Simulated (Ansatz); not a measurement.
# Polymorphs of Be₂S₃

All numbers below come from Ansatz, DFT PBE, scalar-relativistic, plane waves, PAW. All cells share a 420 eV cutoff and Γ-centred k meshes spaced at most 0.3 Å⁻¹ (0.19 for metals, 2π included).

All energies are static (0 K, no zero-point motion). Only the structures computed here compete, so a lower one can exist. The k mesh leaves about 4 meV/atom of noise in metals. Weakly bound directions are ill-defined at this level, which has no dispersion term (Be2S3 Pmm2). No run is spin-polarised.

```csv
#,started from,space group,atoms,V (Å³/atom),ΔE (meV/atom),gap on mesh (eV)
1,a random cell,Pmm2 (No. 25),5,20.8,0,0.00
2,corundum type,R-3c (No. 167),10,14.1,68,0.00
```

The lowest structure: Space group Pmm2 (No. 25), orthorhombic, a = 3.394 Å, b = 5.022 Å, c = 6.109 Å. Be on Wyckoff site a (1 atom of the primitive cell) is coordinated by 2 S at 1.99 Å and 2 S at 2.23 Å; Be on Wyckoff site d (1 atom of the primitive cell) is coordinated by 4 S at 2.12 Å; S on Wyckoff site g (2 atoms of the primitive cell) is coordinated by 3 Be at 2.12–2.23 Å and 2 S at 2.48–2.54 Å; S on Wyckoff site c (1 atom of the primitive cell) is coordinated by 2 Be at 1.99 Å. Its energy against the elements is -0.29 eV/atom. Formation energies are uncorrected and refer to the lowest elemental structures computed at the same level.

```xyz
5
Lattice="3.3944 0.0000 0.0000 0.0000 5.0221 0.0000 0.0000 0.0000 6.1085" Properties=species:S:1:pos:R:3 pbc="T T T"
Be    0.0000    0.0000    6.0428
Be    1.6972    2.5111    4.0848
S     0.0000    1.2394    4.1937
S     0.0000    3.7828    4.1937
S     1.6972    0.0000    0.9805
```

The second: Space group R-3c (No. 167), trigonal, a = 5.882 Å, c = 14.149 Å. Be is coordinated by 3 S at 2.13 Å and 3 S at 2.48 Å; S is coordinated by 2 Be at 2.13 Å and 2 Be at 2.48 Å.